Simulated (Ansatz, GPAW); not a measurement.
## A script for LiH (GLLB-SC)

These are simulated results from GPAW 26.7.0, not measurements. The cell was built from a prototype and was relaxed with r2SCAN in plane waves (Ansatz 0.2.0). Not every such cell is a known phase. All runs are without spin polarisation.

The symmetry is F-43m (No. 216, cubic); conventional cell a = 4.290 Å, 9.87 Å³ an atom. Li has 4 H at 1.86 Å; H has 4 Li at 1.86 Å.

GLLB-SC is a model potential. Its fundamental gap is the Kohn-Sham gap plus a derivative discontinuity, which the script evaluates at the band edges among the listed k points. Its total energy isn't variational and serves nothing here.

Input script:

```python
import json
from ase import Atoms
from gpaw import GPAW, PW, FermiDirac

atoms = Atoms(['Li', 'H'],
              cell=[[0.0, 2.14512201, 2.14512201], [2.14512201, 0.0, 2.14512201], [2.14512201, 2.14512201, 0.0]],
              scaled_positions=[[0.0, 0.0, 0.0], [0.25, 0.25, 0.25]],
              pbc=True)
calc = GPAW(mode=PW(400), xc='GLLBSC', kpts={'size': (6, 6, 6), 'gamma': True},
            occupations=FermiDirac(0.02), maxiter=100, legacy_gpaw=True, txt='gpaw.txt')
atoms.calc = calc
res = {'energy': atoms.get_potential_energy(force_consistent=True)}
res['electrons'] = calc.get_number_of_electrons()
res['k'] = calc.get_ibz_k_points().tolist()
res['levels'] = [calc.get_eigenvalues(kpt=i).tolist() for i in range(len(res['k']))]
points = [[0.0, 0.0, 0.0], [-0.5, -0.5, 0.0], [-0.375, -0.375, 0.25], [-0.375, 0.0, 0.375], [0.0, 0.0, 0.5], [-0.5, -0.25, 0.25], [0.25, -0.5, -0.25], [-0.15, -0.075, 0.425]]
bands = calc.fixed_density(kpts=points, symmetry='off', nbands=round(res['electrons']) // 2 + 6, convergence={'bands': -2}, txt='bands.txt')
res['points'] = [bands.get_eigenvalues(kpt=i).tolist() for i in range(len(points))]
homo, lumo = bands.get_homo_lumo()
potential = calc.hamiltonian.xc.response.calculate_discontinuity_potential(homo, lumo)
res['discontinuity'] = bands.hamiltonian.xc.response.calculate_discontinuity(potential)
json.dump(res, open('results.json', 'w'))
print('free energy (eV):', round(res['energy'], 5))
```

Command: `python run.py`. It took 2.9 s on 1 thread of Arm Neoverse V1 (shared host), peak memory 0.12 GiB.

The log gpaw.txt, trimmed of paths, versions and times, then the last line on the terminal. An iter line gives the energy in eV and the logarithms of the changes of orbitals (plane waves alone) and density (c: converged):

```
___ ___ ___ _ _ _
 |   |   |_  | | | |

 | | | | | . | | | |

 |__ |  _|___|_____|  26.7.0
 |___|_|

Input parameters:
  kpts: {gamma: True,
         size: (6, 6, 6)}
  maxiter: 100
  mode: {ecut: 400.0,
         name: pw}
  occupations: {fixmagmom: False,
                name: fermi-dirac,
                width: 0.02}
  xc: GLLBSC

System changes: positions, numbers, cell, pbc, initial_charges, initial_magmoms

Initialize ...

species:
  Li:
    name:    Lithium
    Z:       3.0
    valence: 1
    core:    2
    charge:  0.0  # [|e|]
    compensation charges:
      type: gauss
      rc: 0.33  # [Å]
      lmax: 2
    cutoffs:
      filter: 1.91  # [Å]
      core: 2.55  # [Å]
    projectors
    | kind |    occ | energy [eV] | rcut [Å] |

    |------|--------|-------------|----------|

    |   2s |  1.000 |      -4.279 |    1.058 |

    |   2p |  0.000 |      -2.495 |    1.058 |

    |    s |        |      22.932 |    1.058 |

    Using partial waves for Li as LCAO basis

  H:
    name:    Hydrogen
    Z:       1.0
    valence: 1
    core:    0
    charge:  0.0  # [|e|]
    compensation charges:
      type: gauss
      rc: 0.15  # [Å]
      lmax: 2
    cutoffs:
      filter: 0.85  # [Å]
      core: 0.53  # [Å]
    projectors
    | kind |    occ | energy [eV] | rcut [Å] |

    |------|--------|-------------|----------|

    |   1s |  1.000 |     -10.450 |    0.476 |

    |    s |        |      16.761 |    0.476 |

    |    p |        |       0.000 |    0.476 |

    Using partial waves for H as LCAO basis

Reference energy: -212.938837  # eV

Spin-paired calculation

Convergence criteria:
 Maximum [total energy] change in last 3 cyles: 0.0005 eV / valence electron
 Maximum integral of absolute [dens]ity change: 0.0001 electrons / valence electron
 Maximum integral of absolute [eigenst]ate change: 4e-08 eV^2 / valence electron
 Maximum number of scf [iter]ations: 100
 (Square brackets indicate name in SCF output, whereas a 'c' in
 the SCF output indicates the quantity has converged.)

Symmetries present (total): 24

  ( 1  0  0)  ( 1  0  0)  ( 1  0 -1)  ( 1  0 -1)  ( 1 -1  0)  ( 1 -1  0)
  ( 0  1  0)  ( 0  0  1)  ( 0  1 -1)  ( 0  0 -1)  ( 0 -1  1)  ( 0 -1  0)
  ( 0  0  1)  ( 0  1  0)  ( 0  0 -1)  ( 0  1 -1)  ( 0 -1  0)  ( 0 -1  1)

  ( 0  1  0)  ( 0  1  0)  ( 0  1 -1)  ( 0  1 -1)  ( 0  0  1)  ( 0  0  1)
  ( 1  0  0)  ( 0  0  1)  ( 1  0 -1)  ( 0  0 -1)  ( 1  0  0)  ( 0  1  0)
  ( 0  0  1)  ( 1  0  0)  ( 0  0 -1)  ( 1  0 -1)  ( 0  1  0)  ( 1  0  0)

  ( 0  0 -1)  ( 0  0 -1)  ( 0 -1  1)  ( 0 -1  1)  ( 0 -1  0)  ( 0 -1  0)
  ( 1  0 -1)  ( 0  1 -1)  ( 1 -1  0)  ( 0 -1  0)  ( 1 -1  0)  ( 0 -1  1)
  ( 0  1 -1)  ( 1  0 -1)  ( 0 -1  0)  ( 1 -1  0)  ( 0 -1  1)  ( 1 -1  0)

  (-1  1  0)  (-1  1  0)  (-1  0  1)  (-1  0  1)  (-1  0  0)  (-1  0  0)
  (-1  0  1)  (-1  0  0)  (-1  1  0)  (-1  0  0)  (-1  1  0)  (-1  0  1)
  (-1  0  0)  (-1  0  1)  (-1  0  0)  (-1  1  0)  (-1  0  1)  (-1  1  0)

216 k-points: 6 x 6 x 6 Monkhorst-Pack grid + [1/12,1/12,1/12]
16 k-points in the irreducible part of the Brillouin zone
       k-points in crystal coordinates                weights
   0:     0.00000000    0.00000000    0.00000000          1/216
   1:     0.16666667    0.16666667    0.00000000          6/216
   2:     0.16666667    0.16666667    0.16666667          8/216
   3:     0.33333333    0.16666667    0.16666667         12/216
   4:     0.33333333    0.33333333   -0.33333333         12/216
   5:     0.33333333    0.33333333    0.00000000          6/216
   6:     0.33333333    0.33333333    0.16666667         24/216
   7:     0.33333333    0.33333333    0.33333333          8/216
   8:     0.50000000    0.33333333   -0.33333333         24/216
   9:     0.50000000    0.33333333   -0.16666667         12/216
          ...
  15:     0.50000000    0.50000000    0.50000000          4/216

Wave functions: Plane wave expansion
  Cutoff energy: 400.000 eV
  Number of coefficients (min, max): 339, 368
  Pulay-stress correction: 0.000000 eV/Ang^3 (de/decut=0.000000)
  Using FFTW library
  ScaLapack parameters: grid=1x1, blocksize=None
  Wavefunction extrapolation:
    Improved wavefunction reuse through dual PAW basis

Occupation numbers: Fermi-Dirac:
  width: 0.0200  # eV

Eigensolver
   Davidson(niter=2)

Densities:
  Coarse grid: 14*14*14 grid
  Fine grid: 28*28*28 grid
  Total Charge: 0.000000

Density mixing:
  Method: separate
  Backend: msr1
  Linear mixing parameter: 0.05
  old densities: 10
  Width of damping distribution: 1.1
  Damping of long wavelength oscillations: 20

Hamiltonian:
  XC and Coulomb potentials evaluated on a 28*28*28 grid
  Using the GLLBSC Exchange-Correlation functional
  External potential:
    NoExternalPotential

XC parameters: GLLBSC functional being used consists of
  -----------------------------------------------------------------------
  | Weight | Module     | Description                                   |

  -----------------------------------------------------------------------
  |  1.000 | SCREENING  | GGA_X_PBE_SOL with 2 nearest neighbor stencil |

  |  1.000 | RESPONSE   | eps=0.0500 eV                                 |

  |  1.000 | XC         | GGA_C_PBE_SOL with 2 nearest neighbor stencil |

  -----------------------------------------------------------------------

Memory estimate:
  Process memory now: 107.72 MiB
  Calculator: 2.95 MiB
    Density: 1.43 MiB
      Arrays: 0.54 MiB
      Localized functions: 0.47 MiB
      Mixer: 0.42 MiB
    Hamiltonian: 0.37 MiB
      Arrays: 0.36 MiB
      XC: 0.00 MiB
      Poisson: 0.00 MiB
      vbar: 0.01 MiB
    Wavefunctions: 1.15 MiB
      Arrays psit_nG: 0.45 MiB
      Eigensolver: 0.06 MiB
      Projections: 0.01 MiB
      Projectors: 0.44 MiB
      PW-descriptor: 0.19 MiB

Total number of cores used: 1

Number of atoms: 2
Number of atomic orbitals: 5
Number of bands in calculation: 5
Number of valence electrons: 2
Bands to converge: occupied

... initialized

Initializing position-dependent things.

Density initialized from atomic densities
Creating initial wave functions:
  5 bands from LCAO basis set
Positions:
   0 Li     0.000000    0.000000    0.000000    ( 0.0000,  0.0000,  0.0000)
   1 H      1.072561    1.072561    1.072561    ( 0.0000,  0.0000,  0.0000)

Unit cell:
           periodic     x           y           z      points  spacing
  1. axis:    yes    0.000000    2.145122    2.145122    14     0.1769
  2. axis:    yes    2.145122    0.000000    2.145122    14     0.1769
  3. axis:    yes    2.145122    2.145122    0.000000    14     0.1769

  Lengths:   3.033661   3.033661   3.033661
  Angles:   60.000000  60.000000  60.000000

Effective grid spacing dv^(1/3) = 0.1930

iter:   1    -6.120120
iter:   2    -6.608394   -1.22  -0.36
iter:   3    -6.262600   -1.86  -0.41
iter:   4    -6.039217   -2.02  -0.73
iter:   5    -6.007391   -3.44  -1.41
iter:   6    -5.972913   -3.71  -1.67
iter:   7    -5.972429   -5.36  -2.92
iter:   8    -5.973885   -7.05  -3.26
iter:   9    -5.973591   -7.83c -3.64
iter:  10    -5.973668c  -9.16c -4.67c

Converged after 10 iterations.

Energy contributions relative to reference atoms: (reference = -212.938837)

Kinetic:         +7.693690
Potential:       -7.259282
External:        +0.000000
XC:              -6.362097
Entropy (-ST):   -0.000000
Local:           -0.045978
SIC:             +0.000000
--------------------------
Free energy:     -5.973668
Extrapolated:    -5.973668

GLLBSC response reference energy: -4.35974 eV (from HOMO)

Showing only first 2 kpts
 Kpt  Band  Eigenvalues  Occupancy
  0     0     -7.71089    2.00000
  0     1      8.92975    0.00000
  0     2     15.51645    0.00000

  1     0     -7.14118    2.00000
  1     1      7.01228    0.00000
  1     2     11.43227    0.00000

Fermi level: -3.77653

Gap: 5.189 eV
Transition (v -> c):
  (s=0, k=9, n=0, [0.50, 0.33, -0.17]) -> (s=0, k=15, n=1, [0.50, 0.50, 0.50])
Direct/indirect transitions are different
Direct gap: 6.051 eV
Transition at: (s=0, k=15, n=0, [0.50, 0.50, 0.50])

free energy (eV): -5.97367
```

The gap in the log is over the mesh alone; results.json adds the listed points. GLLB-SC gives a gap of 7.84 eV (5.123 eV Kohn-Sham over the listed points plus 2.721 eV discontinuity). On the same cell, plane-wave PBE (Ansatz, 10×10×10 k points and the special points) gives a gap of 4.20 eV and r2SCAN a gap of 4.72 eV; on shared hosts these took about 1.2 and 2.2 core-seconds on the 2-atom cell, against 2.9 for the script. Semilocal gaps usually lie below measured ones.
